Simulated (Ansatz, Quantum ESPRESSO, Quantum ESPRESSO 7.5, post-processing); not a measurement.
# Ballistic transmission: Be chain with one Al atom in line

How well does the junction conduct in the ballistic limit? It is: Be chain with one Al atom in line.

Method: plane-wave DFT, LDA, GBRV ultrasoft pseudopotentials (cross-check by Ansatz 0.2.0 with PAW datasets), in Quantum ESPRESSO 7.5.

Report form: the programs' logs are mostly left out.

**1. The structure**

The cell holds 11 atoms: 10 Be and 1 Al. Cell: a = 7.500 Å, b = 7.500 Å, c = 23.893 Å, α = 90.0°, β = 90.0°, γ = 90.0°. Regions: left lead, 5 atoms (5 Be); channel, 1 atom (1 Al); right lead, 5 atoms (5 Be). Vacuum lies along a and b. The structure is stacked along c, and the current runs across the ab planes.

**2. Self-consistent run**

One periodic cell holds a stretch of lead, the junction and more lead; the atoms stay as built.

The input, scf.in:

```
&control
  prefix = 'scf'
  outdir = './out'
  pseudo_dir = './pseudo'
  calculation = 'scf'
  tprnfor = .true.
/
&system
  ibrav = 0
  nat = 11
  ntyp = 2
  ecutwfc = 34
  ecutrho = 170
  occupations = 'smearing'
  smearing = 'mv'
  degauss = 0.01
/
&electrons
  conv_thr = 1e-07
  mixing_beta = 0.25
  electron_maxstep = 120
  mixing_mode = 'local-TF'
/
ATOMIC_SPECIES
  Be  9.0122  be_lda_v1.4.uspp.F.UPF
  Al  26.9815  al_lda_v1.uspp.F.UPF
CELL_PARAMETERS angstrom
  7.50000000000000 0.00000000000000 0.00000000000000
  0.00000000000000 7.50000000000000 0.00000000000000
  0.00000000000000 0.00000000000000 23.89280000000000
ATOMIC_POSITIONS crystal
  Be  0.500000000000 0.500000000000 0.000000000000
  Be  0.500000000000 0.500000000000 0.089985267528
  Be  0.500000000000 0.500000000000 0.179970535057
  Be  0.500000000000 0.500000000000 0.269955802585
  Be  0.500000000000 0.500000000000 0.359941070113
  Al  0.500000000000 0.500000000000 0.455007366236
  Be  0.500000000000 0.500000000000 0.550073662359
  Be  0.500000000000 0.500000000000 0.640058929887
  Be  0.500000000000 0.500000000000 0.730044197415
  Be  0.500000000000 0.500000000000 0.820029464943
  Be  0.500000000000 0.500000000000 0.910014732472
K_POINTS automatic
  1 1 3 0 0 0
```

Launch:

```sh
$ OMP_NUM_THREADS=1 mpirun -n 2 pw.x -nk 1 -in scf.in > scf.out
```

Wall time 87 s (2 MPI ranks of Arm Neoverse V2, shared host); peak memory 1.1 GiB; 2.9 min of CPU time.

Numbers from this step:

| Item | Value |
| --- | --- |
| free energy | -3869.5163 eV |
| Fermi energy | -2.623 eV |

The program's own clock; routines nest. Time by routine:

```
   routine  wall time (s)  calls
     PWSCF          86.09      1
 electrons           83.3      1
   c_bands          31.07     28
   cegterg          29.42     56
     h_psi          24.08    197
      fftw          21.26   7978
   mix_rho          20.52     28
  sum_band          18.89     28
  vloc_psi          18.63    197
      ffts          12.85   3378
      newd          12.58     29
    calbec           3.97    261
add_vuspsi           2.74    197
     s_psi           2.72    197
```

The run needed 28 iterations to bring the estimated error under 1e-07 Ry; the largest force on any atom, held or free, is 0.60 eV/Å.

**3. The open system**

prefixt takes both regions from one run: the lead from 0 to bdl, the scattering region from bdl to bds (units of alat). ikind = 1 puts the same lead on both sides. The program's T_tot counts both spins in a run without spin; the tables below give T per spin.

The input, cond.in:

```
&inputcond
  outdir = './out'
  prefixt = 'scf'
  tran_file = 'cond.dat'
  bdl = 0.5733333333
  bds = 3.1857066667
  ikind = 1
  ewind = 4.0
  epsproj = 1e-05
  nz1 = 7
  energy0 = 2.0
  denergy = -0.1
/
1
  0.00000000 0.00000000 1.00000000
41
```

Launch:

```sh
$ OMP_NUM_THREADS=1 mpirun -n 2 pwcond.x -in cond.in > cond.out
```

Wall time 3 min (2 MPI ranks); peak memory 0.39 GiB.

This step gave:

```
lead channels at the Fermi level, one spin : 0
transmission at the Fermi level, one spin  : 0
conductance                                : 0 G₀
```

Per spin. Table of open channels by energy, zero at the Fermi level:

energy (eV), open channels and a bar:
```
    -2.00       1.00 ###############
    -1.90       1.00 ###############
    -1.80       1.00 ###############
    -1.70       1.00 ###############
    -1.60       1.00 ###############
    -1.50       1.00 ###############
    -1.40       1.00 ###############
    -1.20       1.00 ###############
    -1.10       1.00 ###############
    -1.00       1.00 ###############
    -0.90       1.00 ###############
    -0.80       1.00 ###############
    -0.70       1.00 ###############
    -0.60       1.00 ###############
    -0.50       1.00 ###############
    -0.40       1.00 ###############
    -0.30       1.00 ###############
    -0.20       1.00 ###############
    -0.10       1.00 ###############
     0.00       0.00 
     0.10       0.00 
     0.20       0.00 
     0.30       2.00 ##############################
     0.40       2.00 ##############################
     0.50       2.00 ##############################
     0.60       2.00 ##############################
     0.70       2.00 ##############################
     0.80       2.00 ##############################
     0.90       2.00 ##############################
     1.00       2.00 ##############################
     1.10       2.00 ##############################
     1.20       2.00 ##############################
     1.40       2.00 ##############################
     1.50       2.00 ##############################
     1.60       2.00 ##############################
     1.70       2.00 ##############################
     1.80       2.00 ##############################
     1.90       2.00 ##############################
     2.00       2.00 ##############################
```

Per spin. The transmission by energy, zero at the Fermi level:

energy (eV), transmission and a bar:
```
    -2.00       0.99 ###############
    -1.90       0.98 ###############
    -1.70       0.95 ##############
    -1.60       0.94 ##############
    -1.40       0.92 ##############
    -1.30       0.90 ##############
    -1.20       0.88 #############
    -1.00       0.82 ############
    -0.90       0.79 ############
    -0.80       0.77 ###########
    -0.60       0.74 ###########
    -0.50       0.74 ###########
    -0.30       0.77 ###########
    -0.20       0.75 ###########
    -0.10       0.60 #########
     0.00       0.00 
     0.10       0.00 
     0.20       0.00 
     0.30       0.01 
     0.50       0.35 #####
     0.60       0.64 ##########
     0.80       1.43 #####################
     0.90       1.66 #########################
     1.00       1.79 ###########################
     1.20       1.93 #############################
     1.30       1.97 ##############################
     1.40       1.99 ##############################
     1.60       2.00 ##############################
     1.70       2.00 ##############################
     1.90       2.00 ##############################
     2.00       1.99 ##############################
```

The program's own clock; routines nest. Time by routine:

```
     routine  wall time (s)  calls
      PWCOND          179.6      1
scatter_forw          151.7     82
       local          12.59      1
      compbs          12.45     41
    compbs_2          10.17     41
        init           0.85      1
       poten           0.07      1
```

At no point does T exceed the number of channels.

**4. The open system, with epsproj = 0.01**

How much does a setting matter? One run is repeated with a change.

cond.w.in is the input of step 3 with these lines changed:

```diff
@@ -3,3 +3,3 @@
   prefixt = 'scf'
-  tran_file = 'cond.dat'
+  tran_file = 'cond.w.dat'
   bdl = 0.5733333333
@@ -8,3 +8,3 @@
   ewind = 4.0
-  epsproj = 1e-05
+  epsproj = 0.01
   nz1 = 7
```

Launch:

```sh
$ OMP_NUM_THREADS=1 mpirun -n 2 pwcond.x -in cond.w.in > cond.w.out
```

It took 66 s on 2 MPI ranks; peak memory 0.39 GiB.

The changed values were drawn from a wide range, not chosen for quality; the comparison shows what they did here together.

Beside the run it was changed from:

```
                                  quantity  this run  unchanged run  difference
 transmission at the Fermi level, one spin         0              0           0
lead channels at the Fermi level, one spin         0              0           0
                             wall time (s)        66            180
```

Over all energies T moves by up to 0.033, at -0.4 eV.

**5. The same in Ansatz**

A second code with its own PAW datasets, on the same atoms.

Level of this step: plane-wave DFT, LDA, Ansatz PAW (Ansatz 0.2.0).

The input, input.yaml:

```yaml
crystal:
  lattice:
    - [7.5, 0.0, 0.0]
    - [0.0, 7.5, 0.0]
    - [0.0, 0.0, 23.8928]
  atoms:
    - { symbol: Be, position: [0.5, 0.5, 0.0] }
    - { symbol: Be, position: [0.5, 0.5, 0.0899852675] }
    - { symbol: Be, position: [0.5, 0.5, 0.1799705351] }
    - { symbol: Be, position: [0.5, 0.5, 0.2699558026] }
    - { symbol: Be, position: [0.5, 0.5, 0.3599410701] }
    - { symbol: Al, position: [0.5, 0.5, 0.4550073662] }
    - { symbol: Be, position: [0.5, 0.5, 0.5500736624] }
    - { symbol: Be, position: [0.5, 0.5, 0.6400589299] }
    - { symbol: Be, position: [0.5, 0.5, 0.7300441974] }
    - { symbol: Be, position: [0.5, 0.5, 0.8200294649] }
    - { symbol: Be, position: [0.5, 0.5, 0.9100147325] }
kpoints:
  mp_grid: { grid: [1, 1, 4] }
hamiltonian:
  xc: lda
scf:
  occupations: { method: fermi_dirac, width: 0.1 }
  convergence: { dr2_threshold: 1.0e-08 }
output:
  transmission:
    leads: [[0, 1]]
    e_range: [-2.0, 2.0]
    de: 0.05
    kmesh: [1, 1]
    reduced_basis: true
  write_potential: true
  write_density: true
  volumetric_format: npy
```

Launch:

```sh
$ ansatz run input.yaml --threads 2 --pin off --max-ram 4096MiB --backend cpu --events-out ev --progress --plain --runs-dir out
```

Run time: 25 s. Hardware: 2 threads; peak memory 0.99 GiB; 49 s of CPU time.

Numbers from this step:

| Item | Value |
| --- | --- |
| free energy | -1366.0536 eV |
| energy at zero smearing | -1365.8536 eV |
| smearing term TS | 0.4000 eV |
| Fermi energy | -2.678 eV |
| symmetry operations | 16 |
| step of the lead's Hamiltonian over a period | 28.5 meV |

Per spin. Table of transmission by energy, zero at the Fermi level:

```
energy (eV)  transmission
      -2.00         0.988
      -1.85         0.979
      -1.70         0.966
      -1.60         0.956
      -1.45         0.939
      -1.30         0.918
      -1.15         0.893
      -1.05         0.875
      -0.90         0.847
      -0.75         0.822
      -0.60         0.808
      -0.50         0.812
      -0.35         0.853
      -0.20         0.973
      -0.15         0.974
      -0.05             0
       0.00             0
       0.05             0
       0.20             0
       0.35         0.158
       0.50         0.423
       0.60         0.693
       0.75          1.17
       0.90          1.56
       1.05          1.79
       1.15          1.87
       1.30          1.94
       1.45          1.98
       1.60          1.99
       1.70          2.00
       1.85          2.00
       2.00          2.00
```

Per spin. The open channels by energy, zero at the Fermi level:

energy (eV), open channels and a bar:
```
    -2.00       1.00 ###############
    -1.85       1.00 ###############
    -1.70       1.00 ###############
    -1.60       1.00 ###############
    -1.45       1.00 ###############
    -1.30       1.00 ###############
    -1.15       1.00 ###############
    -1.05       1.00 ###############
    -0.90       1.00 ###############
    -0.75       1.00 ###############
    -0.60       1.00 ###############
    -0.50       1.00 ###############
    -0.35       1.00 ###############
    -0.20       1.00 ###############
    -0.05       0.00 
     0.00       0.00 
     0.05       0.00 
     0.20       0.00 
     0.35       2.00 ##############################
     0.50       2.00 ##############################
     0.60       2.00 ##############################
     0.75       2.00 ##############################
     0.90       2.00 ##############################
     1.05       2.00 ##############################
     1.15       2.00 ##############################
     1.30       2.00 ##############################
     1.45       2.00 ##############################
     1.60       2.00 ##############################
     1.70       2.00 ##############################
     1.85       2.00 ##############################
     2.00       2.00 ##############################
```

**6. All levels side by side**

All levels:

```
                   step  T at the Fermi level (per spin)  conductance (G0)  r.m.s. T(E) from the first  CPU time of the step (s)  peak memory (GiB)
                 Ansatz                                0                 -                           0                     48.52              0.993
                 pwcond                                0                 0                      0.1111                     360.2               0.39
pwcond, changed setting                                0                 0                      0.1172                     131.9               0.39
```

Per spin. Transmission against energy, zero at the Fermi level:

```
energy (eV)  Ansatz  pwcond  pwcond, changed setting
      -2.00   0.988   0.989                    0.994
      -1.80   0.975   0.966                    0.974
      -1.60   0.956   0.941                    0.944
      -1.40   0.932   0.919                    0.917
      -1.20   0.902   0.882                    0.884
      -1.00   0.865   0.824                    0.824
      -0.90   0.847   0.793                    0.788
      -0.70   0.815   0.746                    0.725
      -0.50   0.812   0.740                    0.707
      -0.30   0.882   0.766                    0.740
      -0.20   0.973   0.750                    0.740
      -0.10       0   0.599                    0.615
       0.00       0       0                        0
       0.10       0       0                        0
       0.30  0.0974  0.0125                        0
       0.50   0.423   0.350                    0.352
       0.70    1.01    1.05                     1.04
       0.90    1.56    1.66                     1.67
       1.00    1.73    1.79                     1.80
       1.20    1.90    1.93                     1.94
       1.40    1.97    1.99                     1.99
       1.60    1.99    2.00                     2.00
       1.80    2.00    2.00                     2.00
       2.00    2.00    1.99                     2.00
```

**7. Results**

```json
{
  "conductance by pwcond, in doubt": "0 G₀",
  "conductance by Ansatz": "0 G₀"
}
```

pwcond (LDA, GBRV ultrasoft) gives 0 G₀ and Ansatz (PAW) 0 G₀ a cell at the Fermi level; both codes find a gap in the lead at the Fermi level, so the value says nothing about the junction. No independent third code was run. In the second code the Fermi level lies in a gap of the lead, so a small shift of that gap decides the value. Ansatz for its part finds a step of 28 meV across the lead's period inside the junction cell, more than a lead should have. The geometry is as built, not relaxed, and the leads are short.

[Logs are printed without paths, hosts, clocks, repeated set-up lines and the standing remarks that a program may print on its own settings, such as how far it seeks lower states.]

[Hosts, paths, dates, database ids (printed as entryN), source tags and the programs' standing remarks are cut or masked in the printed files.]

[Maps of the electrostatic potential energy from Ansatz leave out the sawtooth potential of an applied field or a dipole correction, so their vacuum need not be flat; planar profiles and work functions include it.]
